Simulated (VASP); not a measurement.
## GaP in VASP 6.6.1, relaxation

INCAR

```
NBANDS = 16
BMIX = 3
LCHARG = .FALSE.
NSW = 40
EDIFFG = -5E-3
ISIF = 3
EDIFF = 1E-7
NELM = 55
SIGMA = 0.02
PREC = Accurate
GGA = PS
ENCUT = 600
LWAVE = .FALSE.
IBRION = 2
LASPH = .TRUE.
ISMEAR = -1
LREAL = .FALSE.
```

KPOINTS

```
KPOINTS created by Atomic Simulation Environment
0
Gamma
8 8 8
0 0 0
```

POSCAR

```
Ga P
 1.0000000000000000
     3.2067216877742806   -0.0000000000000000   -0.0000000000000000
     0.0000000000000000    3.2067216877742806    0.0000000000000000
    -0.0000000000000000    0.0000000000000000    3.2067216877742806
 Ga  P
   1   1
Cartesian
  0.0000000000000000 -0.0000000000000000 -0.0000000000000000
  1.6033608438871401  1.6033608438871401  1.6033608438871401
```

The recommended PBE PAW datasets give the neutral cell 18 valence electrons.

Command

```
mpirun -np 1 vasp_std
```

OSZICAR

```
N       E                     dE             d eps       ncg     rms          rms(c)
DAV:   1     0.770376455895E+02    0.77038E+02   -0.97468E+03  1200   0.190E+03
DAV:   2    -0.286962142350E+01   -0.79907E+02   -0.76228E+02  1304   0.326E+02
DAV:   3    -0.858926673280E+01   -0.57196E+01   -0.55964E+01  1424   0.634E+01
DAV:   4    -0.866362750628E+01   -0.74361E-01   -0.74344E-01  1368   0.739E+00
DAV:   5    -0.866461715522E+01   -0.98965E-03   -0.98963E-03  1464   0.815E-01    0.319E+00
DAV:   6    -0.861832300763E+01    0.46294E-01   -0.40085E-02  1408   0.456E+00    0.194E+00
DAV:   7    -0.857614395797E+01    0.42179E-01   -0.59484E-02  1616   0.464E+00    0.456E-01
DAV:   8    -0.856952551878E+01    0.66184E-02   -0.91278E-03  1488   0.127E+00    0.384E-01
DAV:   9    -0.856829346392E+01    0.12321E-02   -0.15683E-03  1536   0.506E-01    0.288E-02
DAV:  10    -0.856830273925E+01   -0.92753E-05   -0.10536E-04  1520   0.963E-02    0.184E-02
...
       N       E                     dE             d eps       ncg     rms          rms(c)
DAV:   1    -0.860489905280E+01   -0.19969E-01   -0.23918E-01  1216   0.886E+00    0.800E-01
DAV:   2    -0.859391825904E+01    0.10981E-01   -0.13630E-02  1376   0.237E+00    0.481E-01
DAV:   3    -0.858708152439E+01    0.68367E-02   -0.10005E-02  1136   0.210E+00    0.746E-02
DAV:   4    -0.858631305037E+01    0.76847E-03   -0.62432E-04  1488   0.362E-01    0.496E-02
DAV:   5    -0.858612514163E+01    0.18791E-03   -0.10015E-04  1320   0.117E-01    0.175E-02
DAV:   6    -0.858611644887E+01    0.86928E-05   -0.16007E-05  1608   0.418E-02    0.629E-03
DAV:   7    -0.858611593402E+01    0.51485E-06   -0.11784E-06  1528   0.134E-02    0.114E-03
DAV:   8    -0.858611592664E+01    0.73805E-08   -0.47213E-08   672   0.358E-03
   3 F= -.85861159E+01 E0= -.85852060E+01  d E =-.178137E-01
```

Standard output (part)

```
POSCAR found type information on POSCAR GaP
 POSCAR found :  2 types and       2 ions
 LDA part: xc-table for (Slater+PW92), standard interpolation
 POSCAR, INCAR and KPOINTS ok, starting setup
 WAVECAR not read
 entering main loop
 curvature:   0.00 expect dE= 0.000E+00 dE for cont linesearch  0.000E+00
 search vector abs. value=  0.433E-01
 bond charge predicted
 trial-energy change:   -0.016628  1 .order   -0.015847   -0.043349    0.011656
 bond charge predicted
 curvature:  -0.39 expect dE=-0.100E-08 dE for cont linesearch -0.100E-08
 trial: gam=-0.00024 g(F)=  0.124E-63 g(S)=  0.256E-08 ort = 0.105E-04 (trialstep = 0.960E+00)
 search vector abs. value=  0.100E-09
 reached required accuracy - stopping structural energy minimisation
```

From OUTCAR

```
k-points           NKPTS =     35   k-points in BZ     NKDIM =     35   number of bands    NBANDS=     16

   NELECT =      18.0000    total number of electrons

   dimension x,y,z NGX =    28 NGY =   28 NGZ =   28
   dimension x,y,z NGXF=    56 NGYF=   56 NGZF=   56

  energy-cutoff  :      600.00
  volume of cell :       31.52
      direct lattice vectors                 reciprocal lattice vectors
     3.158729291 -0.000000000  0.000000000     0.316583002  0.000000000  0.000000000
    -0.000000000  3.158729291  0.000000000     0.000000000  0.316583002  0.000000000
    -0.000000000 -0.000000000  3.158729291    -0.000000000 -0.000000000  0.316583002

 k-points in reciprocal lattice and weights: KPOINTS created by Atomic Simulation Env
   0.00000000  0.00000000  0.00000000       0.002
   0.12500000  0.00000000  0.00000000       0.012
   0.25000000  0.00000000  0.00000000       0.012
   0.37500000  0.00000000  0.00000000       0.012
   0.50000000  0.00000000  0.00000000       0.006
   0.12500000  0.12500000  0.00000000       0.023
   0.25000000  0.12500000  0.00000000       0.047
   0.37500000  0.12500000  0.00000000       0.047
   ...

 E-fermi :   7.8564

 k-point     1 :       0.0000    0.0000    0.0000
  band No.  band energies     occupation
      1      -7.1647      2.00000
      2      -7.1647      2.00000
      3      -6.9957      2.00000
      4      -6.9957      2.00000
      5      -6.9957      2.00000
      6      -6.4194      2.00000
      7       6.8921      2.00000
      8       6.8921      2.00000
      9       6.8921      2.00000
     10       6.9971      2.00000
     11      11.9986      0.00000
     12      11.9986      0.00000
     13      18.8382      0.00000
     14      18.8382      0.00000
     15      18.8382      0.00000
     16      21.9270      0.00000

 k-point     2 :       0.1250    0.0000    0.0000
  band No.  band energies     occupation
      1      -7.1619      2.00000
      2      -7.1459      2.00000
      3      -7.0059      2.00000
      4      -7.0059      2.00000
      5      -6.9946      2.00000
      6      -6.2033      2.00000
      7       4.5541      2.00000
      8       7.0981      2.00000
      9       7.0981      2.00000
     10       8.3227      0.00000
     11      12.1875      0.00000
     12      13.4741      0.00000
     13      17.5715      0.00000
     14      17.5715      0.00000
     15      17.9884      0.00000
     16      22.0464      0.00000

 k-point     3 :       0.2500    0.0000    0.0000
  band No.  band energies     occupation
      1      -7.1553      2.00000
      2      -7.1036      2.00000
      3      -7.0304      2.00000
      4      -7.0304      2.00000
      5      -6.9919      2.00000
      6      -5.5651      2.00000
      7       2.0001      2.00000
      8       7.6860      1.99960
      9       7.6860      1.99960
     10       9.1971      0.00000
     11      12.7364      0.00000
     12      14.9914      0.00000
     13      15.4350      0.00000
     14      15.4350      0.00000
     15      17.9415      0.00000
     16      20.5409      0.00000

 ...

  Total       -0.0001879     -0.0001879     -0.0001879      0.0000000     -0.0000000      0.0000000
  in kB       -0.0095538     -0.0095538     -0.0095538      0.0000000     -0.0000000      0.0000000
  external PRESSURE =      -0.0095538 kB  Pullay stress =       0.0000000 kB

 POSITION                                       TOTAL-FORCE (eV/Angst)
 -----------------------------------------------------------------------------------
      0.00000      0.00000      0.00000         0.000000      0.000000      0.000000
      1.57936      1.57936      1.57936        -0.000000     -0.000000     -0.000000
 -----------------------------------------------------------------------------------
    total drift:                               -0.000000      0.000000     -0.000000

  FREE ENERGIE OF THE ION-ELECTRON SYSTEM (eV)
  ---------------------------------------------------
  free  energy   TOTEN  =        -8.5861159266 eV

  energy  without entropy=       -8.5842960822  energy(sigma->0) =       -8.58520600
```

```csv
ionic step,ΔE (meV/atom),volume (Å³),largest force (eV/Å),pressure (GPa),electronic steps
1,0.0,32.97,0.000,-3.76,14
2,-8.3,31.16,0.000,1.07,11
3,-8.9,31.52,0.000,0.00,8
```

It converged. Results: relaxed cell vector lengths 3.159, 3.159, 3.159 Å; relaxed cell volume 31.52 Å³.

For comparison, a separate PBEsol relaxation on usual settings, not on those above, ends at 31.52 Å³.

The run above took about 22 s on one core of a shared host (Intel Xeon 6975P-C) and held 0.17 GiB at most.
